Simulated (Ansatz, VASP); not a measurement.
This is a calculation of BN for VASP 6.6.1.

File INCAR:

```
PREC     = Accurate       # precision mode
ENCUT    = 520            # plane-wave cutoff, eV
EDIFF    = 1E-7           # SCF threshold, eV
ISMEAR   = -1             # smearing method
SIGMA    = 0.05           # smearing width, eV
LREAL    = F              # projectors in reciprocal space
LASPH    = T              # aspherical terms in the spheres
NELM     = 60             # most SCF steps
ALGO     = Normal         # electronic algorithm
ISIF     = 2              # what is computed and relaxed
LWAVE    = F              # write WAVECAR
LCHARG   = T              # write CHGCAR
GGA      = CA             # functional
LELF     = T              # ELF
LVHAR    = T            
NBANDS   = 16             # bands
```

Contents of KPOINTS:

```
Automatic mesh
0
Gamma
  12 12 6
```

File POSCAR:

```
BN
1.0
    2.5708536019      0.0000000000      0.0000000000
   -1.2854268010      2.2264245287      0.0000000000
    0.0000000000      0.0000000000      4.2548482330
N B
2 2
Direct
    0.3333333333      0.6666666667      0.1252760000
    0.6666666667      0.3333333333      0.6252760000
    0.3333333333      0.6666666667      0.4997240000
    0.6666666667      0.3333333333      0.9997240000
```

Potentials or basis: VASP PAW LDA potentials, release 64 (N, B).

The run is started by

```bash
$ cat potpaw_LDA.64/N/POTCAR potpaw_LDA.64/B/POTCAR > POTCAR
$ mpirun -np 1 vasp_std > vasp.out
```

Problem. Set up the same calculation for Ansatz 0.2.0. Potentials there: Ansatz PAW.

Solution. As run (the cutoff follows the program's own potentials):

Contents of input.yaml:

```yaml
crystal:
  lattice:
    - [2.5708536019, 0.0, 0.0]
    - [-1.285426801, 2.2264245287, 0.0]
    - [0.0, 0.0, 4.254848233]
  atoms:
    - { symbol: "N", position: [0.3333333333, 0.6666666667, 0.125276] }
    - { symbol: "N", position: [0.6666666667, 0.3333333333, 0.625276] }
    - { symbol: B, position: [0.3333333333, 0.6666666667, 0.499724] }
    - { symbol: B, position: [0.6666666667, 0.3333333333, 0.999724] }
hamiltonian:
  xc: lda
  pseudopotentials: { kind: paw }
kpoints:
  mp_grid: { grid: [12, 12, 6] }
scf:
  occupations: { method: fermi_dirac, width: 0.05 }
output:
  forces: true
  stress: true
  eigenvalues: true
```

Potentials or basis: Ansatz PAW.

Run with:

```bash
$ ansatz run input.yaml --threads 1 --pin off --max-ram 3584MiB --backend cpu --events-out ev --progress --plain --runs-dir out
```

Both were run:

|  | VASP | Ansatz | Ansatz less VASP |
| --- | --- | --- | --- |
| gap on the k mesh at the Fermi level (eV) | 4.99 | 5.02 | +0.024 |
| least direct gap on the mesh (eV) | 8.01 | 8.02 | +0.010 |
| pressure (GPa) | -19.7 | -20.4 | -0.75 |
| largest component of the traceless stress (GPa) | 0.34 | 0.32 | -0.019 |
| rms of the force components (eV/Å) | 0.021 | 0.022 | +0.0013 |

Atom by atom the forces differ by 0.001 eV/Å (rms over components).

Caveats: so large a pressure means that the cell lies far from this level's equilibrium, or that cutoff or potentials fall short (VASP); the pressure holds a Pulay correction of +1.3 GPa for the finite cutoff (Ansatz); the PAW data sets come from PBE, with cores solved anew for the run's functional, which leaves a small shift of forces and pressure (Ansatz). Expect the measured gap to be larger: semilocal functionals such as LDA lack the derivative discontinuity. A k mesh can miss the band edges.
